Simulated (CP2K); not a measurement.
# MoP (P-6m2) in CP2K: reference runs

Reference runs on MoP: the cell as given and a disturbed copy.

All numbers are computed with CP2K 2026.2; they aren't measurements. Logs are shortened: lines on timing, memory, paths and dates and some standing lists are left out, and cuts for length are marked.

## 1. The crystal as given

It takes space group P-6m2 (No. 187, hexagonal). Conventional cell: a = 3.223 Å, b = 3.223 Å, c = 3.191 Å, α = 90.00°, β = 90.00°, γ = 120.00°. Mo (site symmetry -6m2) is surrounded by 6 P at 2.45 Å. Around P (site symmetry -6m2) lie 6 Mo at 2.45 Å.

## 2. Single point, PBE

The input, mop_scf.inp:

```
&GLOBAL
  PROJECT mop_scf
  RUN_TYPE ENERGY_FORCE
  PRINT_LEVEL LOW
&END GLOBAL
&FORCE_EVAL
  METHOD QS
  STRESS_TENSOR ANALYTICAL
  &DFT
    BASIS_SET_FILE_NAME BASIS_MOLOPT_UZH
    POTENTIAL_FILE_NAME POTENTIAL_UZH
    &MGRID
      CUTOFF 450
      REL_CUTOFF 60
      NGRIDS 5
    &END MGRID
    &QS
      METHOD GPW
      EPS_DEFAULT 1.0E-10
    &END QS
    &KPOINTS
      SCHEME MONKHORST-PACK 10 10 8
      GAMMA_CENTERED T
      SYMMETRY T
      SYMMETRY_BACKEND SPGLIB
    &END KPOINTS
    &SCF
      SCF_GUESS ATOMIC
      EPS_SCF 1.0E-6
      MAX_SCF 100
      ADDED_MOS 13
      CHOLESKY OFF
      EPS_EIGVAL 1.0E-7
      &DIAGONALIZATION ON
        ALGORITHM STANDARD
      &END DIAGONALIZATION
      &MIXING ON
        METHOD BROYDEN_MIXING
        ALPHA 0.4
        BETA 1.5
        NBUFFER 8
      &END MIXING
      &SMEAR ON
        METHOD FERMI_DIRAC
        ELECTRONIC_TEMPERATURE 580.23
      &END SMEAR
    &END SCF
    &XC
      &XC_FUNCTIONAL
        &GGA_X_PBE
        &END GGA_X_PBE
        &GGA_C_PBE
        &END GGA_C_PBE
      &END XC_FUNCTIONAL
    &END XC
    &PRINT
      &KPOINTS ON
      &END KPOINTS
      &MULLIKEN ON
      &END MULLIKEN
      &MO ON
        ENERGIES T
        OCCUPATION_NUMBERS T
        &EACH
          QS_SCF 0
        &END EACH
        ADD_LAST NUMERIC
      &END MO
      &LOWDIN ON
      &END LOWDIN
      &HIRSHFELD ON
        SHAPE_FUNCTION DENSITY
      &END HIRSHFELD
    &END PRINT
  &END DFT
  &SUBSYS
    &CELL
      A 3.2230000000 0.0000000000 0.0000000000
      B -1.6115000000 2.7911998764 0.0000000000
      C 0.0000000000 0.0000000000 3.1910000000
      PERIODIC XYZ
    &END CELL
    &COORD
      Mo  0.0000000000 0.0000000000 0.0000000000
      P   -0.0000000002 1.8607999177 1.5955000000
    &END COORD
    &KIND Mo
      BASIS_SET TZVP-MOLOPT-PBE-GTH-q14
      POTENTIAL GTH-PBE-q14
    &END KIND
    &KIND P
      BASIS_SET TZVP-MOLOPT-PBE-GTH-q5
      POTENTIAL GTH-PBE-q5
    &END KIND
    &PRINT
      &ATOMIC_COORDINATES ON
      &END ATOMIC_COORDINATES
      &CELL ON
      &END CELL
    &END PRINT
  &END SUBSYS
  &PRINT
    &FORCES ON
    &END FORCES
    &STRESS_TENSOR ON
    &END STRESS_TENSOR
  &END PRINT
&END FORCE_EVAL
```

Potentials or basis: POTENTIAL_UZH Mo GTH-PBE-q14, P GTH-PBE-q5; TZVP-MOLOPT-PBE-GTH basis.

Started as:

```bash
OMP_NUM_THREADS=1 cp2k.psmp -i mop_scf.inp -o mop_scf.out
```

mop_scf.out:

```text

 CP2K| version string:                                       CP2K version 2026.2
 CP2K| Input file name                                               mop_scf.inp

 GLOBAL| Force Environment number                                              1
 GLOBAL| Basis set file name                                    BASIS_MOLOPT_UZH
 GLOBAL| Potential file name                                       POTENTIAL_UZH
 GLOBAL| MM Potential file name                                     MM_POTENTIAL
 GLOBAL| Coordinate file name                                      __STD_INPUT__
 GLOBAL| Method name                                                        CP2K
 GLOBAL| Project name                                                    mop_scf
 GLOBAL| Run type                                                   ENERGY_FORCE
 GLOBAL| FFT library                                                       FFTW3
[... 8 lines left out ...]
 GLOBAL| CPU model name                                                  UNKNOWN

 CELL| Volume [angstrom^3]:                                            28.706355
 CELL| Vector a [angstrom]:       3.223     0.000     0.000   |a| =     3.223000
 CELL| Vector b [angstrom]:      -1.611     2.791     0.000   |b| =     3.223000
 CELL| Vector c [angstrom]:       0.000     0.000     3.191   |c| =     3.191000
 CELL| Angle (b,c), alpha [degree]:                                    90.000000
 CELL| Angle (a,c), beta  [degree]:                                    90.000000
 CELL| Angle (a,b), gamma [degree]:                                   120.000000
 CELL| Numerically orthorhombic:                                              NO
 CELL| Periodicity                                                           XYZ

 CELL_REF| Volume [angstrom^3]:                                        28.706355
 CELL_REF| Vector a [angstrom     3.223     0.000     0.000   |a| =     3.223000
 CELL_REF| Vector b [angstrom    -1.611     2.791     0.000   |b| =     3.223000
 CELL_REF| Vector c [angstrom     0.000     0.000     3.191   |c| =     3.191000
 CELL_REF| Angle (b,c), alpha [degree]:                                90.000000
 CELL_REF| Angle (a,c), beta  [degree]:                                90.000000
 CELL_REF| Angle (a,b), gamma [degree]:                               120.000000
 CELL_REF| Numerically orthorhombic:                                          NO
 CELL_REF| Periodicity                                                       XYZ
[... 9 lines left out ...]
 TOTAL NUMBERS AND MAXIMUM NUMBERS

  Total number of            - Atomic kinds:                                   2
                             - Atoms:                                          2
                             - Shell sets:                                     2
                             - Shells:                                        18
                             - Primitive Cartesian functions:                 10
                             - Cartesian basis functions:                     59
                             - Spherical basis functions:                     52

  Maximum angular momentum of- Orbital basis functions:                        3
                             - Local part of the GTH pseudopotential:          2
                             - Non-local part of the GTH pseudopotential:      4

 MODULE QUICKSTEP: ATOMIC COORDINATES IN ANGSTROM

   Atom Kind Element         X             Y             Z       Z(eff)     Mass
      1    1 Mo   42      0.000000      0.000000      0.000000  14.0000  95.9600
      2    2 P    15     -0.000000      1.860800      1.595500   5.0000  30.9738

 SCF PARAMETERS         Density guess:                                    ATOMIC
                        --------------------------------------------------------
                        max_scf:                                             100
                        max_scf_history:                                       0
                        max_diis:                                              4
[... 5 lines left out ...]
                        --------------------------------------------------------
                        level_shift [a.u.]:                             0.000000
                        added MOs                                        13    0
                        --------------------------------------------------------
                        Mixing method:                            BROYDEN_MIXING
[... 11 lines left out ...]
 *******************************************************************************
 BRILLOUIN| K-point scheme                                        Monkhorst-Pack
 BRILLOUIN| K-Point grid                                            10   10    8
 BRILLOUIN| Gamma-centered k-point mesh                                     ON
 BRILLOUIN| K-point symmetry accuracy                               0.100000E-05
 BRILLOUIN| K-Point point group symmetrization                                ON
 BRILLOUIN| Symmetry backend                                             SPGLIB
 BRILLOUIN| Symmetry reduction method                                    SPGLIB
 BRILLOUIN| Wavefunction type                                            COMPLEX
 BRILLOUIN| List of Kpoints [2 Pi/Bohr]                                       70
 BRILLOUIN| Number           Weight            X              Y              Z
 BRILLOUIN|     1           0.01500       -0.40000       -0.40000       -0.37500
 BRILLOUIN|     2           0.01500       -0.40000       -0.40000       -0.25000
 BRILLOUIN|     3           0.01500       -0.40000       -0.40000       -0.12500
 BRILLOUIN|     4           0.00750       -0.40000       -0.40000        0.00000
 BRILLOUIN|     5           0.00750       -0.40000       -0.40000        0.50000
 BRILLOUIN|     6           0.01500       -0.40000       -0.30000       -0.37500
[... 32 lines left out ...]
 BRILLOUIN|    39           0.00750       -0.30000        0.00000        0.00000
 BRILLOUIN|    40           0.00750       -0.30000        0.00000        0.50000
 [... further k-points ...]
 *******************************************************************************

 Extrapolation method: initial_guess

 Number of electrons:                                                         19
 Number of occupied orbitals:                                                 10
 Number of molecular orbitals:                                                23

 Number of orbital functions:                                                 52
 Number of independent orbital functions:                                     52

 SCF WAVEFUNCTION OPTIMIZATION

  Step     Update method      Time    Convergence         Total energy    Change
  ------------------------------------------------------------------------------
     1 NoMix/Diag. 0.40E+00    5.9     0.97711972       -75.0085935426 -7.50E+01
     2 Broy./Diag. 0.40E+00    4.9     0.07703337       -75.9948528075 -9.86E-01
     3 Broy./Diag. 0.40E+00    5.3     0.07974599       -75.1073492761  8.88E-01
     4 Broy./Diag. 0.40E+00    5.1     0.01343006       -74.5009404389  6.06E-01
     5 Broy./Diag. 0.40E+00    4.9     0.00848386       -74.5393131688 -3.84E-02
     6 Broy./Diag. 0.40E+00    5.0     0.00189853       -74.4648364489  7.45E-02
     7 Broy./Diag. 0.40E+00    5.0     0.00094435       -74.4658461457 -1.01E-03
     8 Broy./Diag. 0.40E+00    4.9     0.00023806       -74.4584271420  7.42E-03
     9 Broy./Diag. 0.40E+00    4.9     0.00009215       -74.4595404418 -1.11E-03
    10 Broy./Diag. 0.40E+00    4.9     0.00002995       -74.4592946129  2.46E-04
    11 Broy./Diag. 0.40E+00    4.9     0.00000529       -74.4595201923 -2.26E-04
    12 Broy./Diag. 0.40E+00    5.0     0.00000196       -74.4594808235  3.94E-05
    13 Broy./Diag. 0.40E+00    5.0     0.00000027       -74.4594835144 -2.69E-06

  *** SCF run converged in    13 steps ***

  Electronic density on regular grids:        -18.9999999997        0.0000000003
  Core density on regular grids:               18.9999999986       -0.0000000014
  Total charge density on r-space grids:       -0.0000000011
  Total charge density g-space grids:          -0.0000000011

  Overlap energy of the core charge distribution:               0.00000000000285
  Self energy of the core charge distribution:               -144.17901443040253
  Core Hamiltonian energy:                                     32.69877274945925
  Hartree energy:                                              46.68262027938001
  Exchange-correlation energy:                                 -9.66171093562074
  Electronic entropic energy:                                  -0.00015117716475
  Fermi energy:                                                 0.52923663558156

  Total energy:                                               -74.45948351441970
  Total energy (extrapolated to T->0):                        -74.45940792583733

 MO| EIGENVALUES AND OCCUPATION NUMBERS FOR K POINT 1
 MO|
 MO|  Index      Eigenvalue [a.u.]        Eigenvalue [eV]             Occupation
 MO|      1              -1.715607             -46.684036               2.000000
 MO|      2              -0.778265             -21.177663               2.000000
 MO|      3              -0.772631             -21.024351               2.000000
 MO|      4              -0.767313             -20.879655               2.000000
 MO|      5               0.125709               3.420728               2.000000
 MO|      6               0.289273               7.871506               2.000000
[... 392 lines left out ...]
 MO|     22               1.346501              36.640168               0.000000
 MO|     23               1.427223              38.836720               0.000000
 MO| Sum:                                                              19.999998
 MO| E(Fermi):            0.529237 a.u.         14.401261 eV

 [... the levels of further k-points ...]

 !-----------------------------------------------------------------------------!
                     Mulliken Population Analysis

 #  Atom  Element  Kind  Atomic population                           Net charge
       1     Mo       1         14.146815                             -0.146815
       2     P        2          4.853185                              0.146815
 # Total charge                             19.000000                  0.000000

 !-----------------------------------------------------------------------------!

 !-----------------------------------------------------------------------------!
                           Hirshfeld Charges

  #Atom  Element  Kind  Ref Charge     Population                    Net charge
      1       Mo     1      14.000         13.831                         0.169
      2       P      2       5.000          5.169                        -0.169

  Total Charge                                                            0.000
 !-----------------------------------------------------------------------------!

 LOWDIN POPULATION ANALYSIS

 #  Atom  Element  Kind  Atomic population                           Net charge
       1     Mo       1         15.188512                             -1.188512
       2     P        2          3.811488                              1.188512
 # Total charge                             19.000000                  0.000000

 ENERGY| Total FORCE_EVAL ( QS ) energy [hartree]            -74.459482496604750

 FORCES| Atomic forces [hartree/bohr]
 FORCES|   Atom     x               y               z               |f|
 FORCES|      1 -1.18840854E-09 -1.55038064E-07 -3.59088662E-15   1.55042618E-07
 FORCES|      2  9.39273167E-10  1.55181867E-07 -1.05920456E-15   1.55184710E-07
 FORCES| Sum    -2.49135375E-10  1.43803189E-10 -4.65009118E-15
 FORCES| Total atomic force                                       2.87659160E-10

 STRESS| Analytical stress tensor [bar]
 STRESS|                        x                   y                   z
 STRESS|      x        4.00491845592E+04   1.94603929213E-01   5.61123838173E-09
 STRESS|      y        1.94603929213E-01   4.00491664907E+04  -8.68018969406E-09
 STRESS|      z        5.61123838173E-09  -8.68018969406E-09   3.77875483474E+04
 STRESS| 1/3 Trace                                             3.92952997991E+04
 STRESS| Determinant                                           6.06088265356E+13

 STRESS| Eigenvectors and eigenvalues of the analytical stress tensor [bar]
 STRESS|                        1                   2                   3
 STRESS| Eigenvalues   3.77875483474E+04   4.00489807114E+04   4.00493703385E+04
 STRESS|      x          -0.000000000002     -0.690516477634      0.723316662407
 STRESS|      y           0.000000000004      0.723316662407      0.690516477634
 STRESS|      z           1.000000000000     -0.000000000004     -0.000000000001
```

Wall time 78 s (1 thread of Arm Neoverse V1, shared host); peak memory 0.31 GiB.

Results:

```
Free energy            : -2026.1456 eV
Pressure               : 3.9 GPa
Band gap on the k mesh : none (metal or under the smearing width)
Mulliken charges       : Mo -0.15; P +0.15 e
Hirshfeld charges      : Mo +0.17; P -0.17 e
```

Caveat: Mulliken charges move with the basis; the basis of atomic orbitals isn't converged, which shifts pressures, moduli and gaps.

## 3. Single point, PBE (atoms moved at random, drawn with an rms of 0.05 Å)

Changes to mop_scf.inp since step 2:

```diff
@@ -48,7 +48,3 @@
     &XC
-      &XC_FUNCTIONAL
-        &GGA_X_PBE
-        &END GGA_X_PBE
-        &GGA_C_PBE
-        &END GGA_C_PBE
+      &XC_FUNCTIONAL PBE
       &END XC_FUNCTIONAL
@@ -83,4 +79,5 @@
     &COORD
-      Mo  0.0000000000 0.0000000000 0.0000000000
-      P   -0.0000000002 1.8607999177 1.5955000000
+      SCALED
+      Mo  -0.0042880000 0.0061000000 0.0014200000
+      P   0.3225830000 0.6739460000 0.4901150000
     &END COORD
```

Potentials or basis: POTENTIAL_UZH Mo GTH-PBE-q14, P GTH-PBE-q5; TZVP-MOLOPT-PBE-GTH basis.

Started as:

```bash
OMP_NUM_THREADS=1 cp2k.psmp -i mop_scf.inp -o mop_scf.out
```

mop_scf.out:

```text

 CP2K| version string:                                       CP2K version 2026.2
 CP2K| Input file name                                               mop_scf.inp

 GLOBAL| Force Environment number                                              1
 GLOBAL| Basis set file name                                    BASIS_MOLOPT_UZH
 GLOBAL| Potential file name                                       POTENTIAL_UZH
 GLOBAL| MM Potential file name                                     MM_POTENTIAL
 GLOBAL| Coordinate file name                                      __STD_INPUT__
 GLOBAL| Method name                                                        CP2K
 GLOBAL| Project name                                                    mop_scf
 GLOBAL| Run type                                                   ENERGY_FORCE
 GLOBAL| FFT library                                                       FFTW3
[... 8 lines left out ...]
 GLOBAL| CPU model name                                                  UNKNOWN

 CELL| Volume [angstrom^3]:                                            28.706355
 CELL| Vector a [angstrom]:       3.223     0.000     0.000   |a| =     3.223000
 CELL| Vector b [angstrom]:      -1.611     2.791     0.000   |b| =     3.223000
 CELL| Vector c [angstrom]:       0.000     0.000     3.191   |c| =     3.191000
 CELL| Angle (b,c), alpha [degree]:                                    90.000000
 CELL| Angle (a,c), beta  [degree]:                                    90.000000
 CELL| Angle (a,b), gamma [degree]:                                   120.000000
 CELL| Numerically orthorhombic:                                              NO
 CELL| Periodicity                                                           XYZ

 CELL_REF| Volume [angstrom^3]:                                        28.706355
[... 577 lines left out ...]

 !-----------------------------------------------------------------------------!

 !-----------------------------------------------------------------------------!
                           Hirshfeld Charges

  #Atom  Element  Kind  Ref Charge     Population                    Net charge
      1       Mo     1      14.000         13.832                         0.168
      2       P      2       5.000          5.168                        -0.168

  Total Charge                                                            0.000
 !-----------------------------------------------------------------------------!

 LOWDIN POPULATION ANALYSIS

 #  Atom  Element  Kind  Atomic population                           Net charge
       1     Mo       1         15.188542                             -1.188542
       2     P        2          3.811458                              1.188542
 # Total charge                             19.000000                  0.000000

 ENERGY| Total FORCE_EVAL ( QS ) energy [hartree]            -74.459009524698160

 FORCES| Atomic forces [hartree/bohr]
 FORCES|   Atom     x               y               z               |f|
 FORCES|      1 -6.55726902E-03  1.03704924E-03 -9.78914055E-03   1.18279551E-02
 FORCES|      2  6.55814648E-03 -1.03761675E-03  9.78866815E-03   1.18281003E-02
 FORCES| Sum     8.77466251E-07 -5.67507505E-07 -4.72407672E-07
 FORCES| Total atomic force                                       1.14681332E-06

 STRESS| Analytical stress tensor [bar]
 STRESS|                        x                   y                   z
 STRESS|      x        4.36364758322E+04  -9.94826158741E+03   2.21744365469E+03
 STRESS|      y       -9.94826158741E+03   4.08364824840E+04  -3.84062884234E+02
 STRESS|      z        2.21744365469E+03  -3.84062884234E+02   4.01547636229E+04
 STRESS| 1/3 Trace                                             4.15425739797E+04
 STRESS| Determinant                                           6.73898696537E+13

 STRESS| Eigenvectors and eigenvalues of the analytical stress tensor [bar]
 STRESS|                        1                   2                   3
 STRESS| Eigenvalues   3.20195937458E+04   4.00254011219E+04   5.25827270712E+04
 STRESS|      x           0.659396689510     -0.020580488690      0.751513439233
 STRESS|      y           0.737697513437      0.210389899718     -0.641512641158
 STRESS|      z          -0.144908193461      0.977400907295      0.153912578712
```

It took 1.9 min on 1 thread of Arm Neoverse V1, shared host; peak memory 0.38 GiB.

What came out:

* Free energy: -2026.1327 eV
* Pressure: 4.2 GPa
* Largest force: 0.608 eV/Å
* Band gap on the k mesh: none (metal or under the smearing width)
* Mulliken charges: Mo -0.15; P +0.15 e
* Hirshfeld charges: Mo +0.17; P -0.17 e

Forces in eV/Å, atoms in the order of the input:
```
Mo  -0.337  0.053 -0.503
P    0.337 -0.053  0.503
```

Caveat: Mulliken charges move with the basis; the basis of atomic orbitals isn't converged, which shifts pressures, moduli and gaps.
